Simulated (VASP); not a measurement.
The input files of a VASP run:

KPOINTS:
```
Automatic mesh
0
Gamma
6 6 6
0 0 0
```

**INCAR**
```
SYSTEM = AlSb
PREC = Accurate
ENCUT = 400
EDIFF = 1E-6
NELM = 100
ALGO = Normal
LREAL = .FALSE.
LASPH = .TRUE.
ISMEAR = 0
SIGMA = 0.05
GGA = PE
LMAXMIX = 4
LWAVE = .FALSE.
LCHARG = .FALSE.
ISIF = 2
ICHARG = 11
```

POSCAR:
```
AlSb
1
    0.0000000000     3.1314000000     3.1314000000
    3.1314000000     0.0000000000     3.1314000000
    3.1314000000     3.1314000000     0.0000000000
Al Sb
1 1
Direct
  0.0000000000   0.0000000000   0.0000000000
  0.2500000000   0.2500000000   0.2500000000
```

POTCAR, in this order: Al Sb (PBE.64 set). Program: vasp_std.

Question: Does this input run properly? What does VASP do?

Answer: There is a fault: ICHARG = 11 asks for a fixed density, but there is no CHGCAR. VASP stops with an error: ERROR: charge density could not be read from file CHGCAR for ICHARG>10 ----> I REFUSE TO CONTINUE WITH THIS SICK JOB ... BYE!!! <----

**standard output**
```
 POSCAR found type information on POSCAR AlSb
 POSCAR found :  2 types and       2 ions
 Reading from existing POTCAR
 Reading from existing POTCAR
 LDA part: xc-table for (Slater+PW92), standard interpolation
 WARNING: stress and forces are not correct
 POSCAR, INCAR and KPOINTS ok, starting setup
 WAVECAR not read
 WARNING: CHGCAR is incomplete

 -----------------------------------------------------------------------------
|                                                                             |
|     EEEEEEE  RRRRRR   RRRRRR   OOOOOOO  RRRRRR      ###     ###     ###     |
|     E        R     R  R     R  O     O  R     R     ###     ###     ###     |
|     E        R     R  R     R  O     O  R     R     ###     ###     ###     |
|     EEEEE    RRRRRR   RRRRRR   O     O  RRRRRR       #       #       #      |
|     E        R   R    R   R    O     O  R   R                               |
|     E        R    R   R    R   O     O  R    R      ###     ###     ###     |
|     EEEEEEE  R     R  R     R  OOOOOOO  R     R     ###     ###     ###     |
|                                                                             |
|     ICHARG>10                                                               |
|                                                                             |
|       ---->  I REFUSE TO CONTINUE WITH THIS SICK JOB ... BYE!!! <----       |
|                                                                             |
 -----------------------------------------------------------------------------
```

To mend it, run self-consistently first and keep its CHGCAR, or remove ICHARG. The plain static run on this cell (PBE GGA, plane waves, VASP's PBE PAW potentials (set 64)) converges, and its OSZICAR ends with
```
   1 F= -.81978835E+01 E0= -.81978835E+01  d E =-.581071E-13
```

The compound is AlSb in the zinc blende structure. The cell was not relaxed at this level.
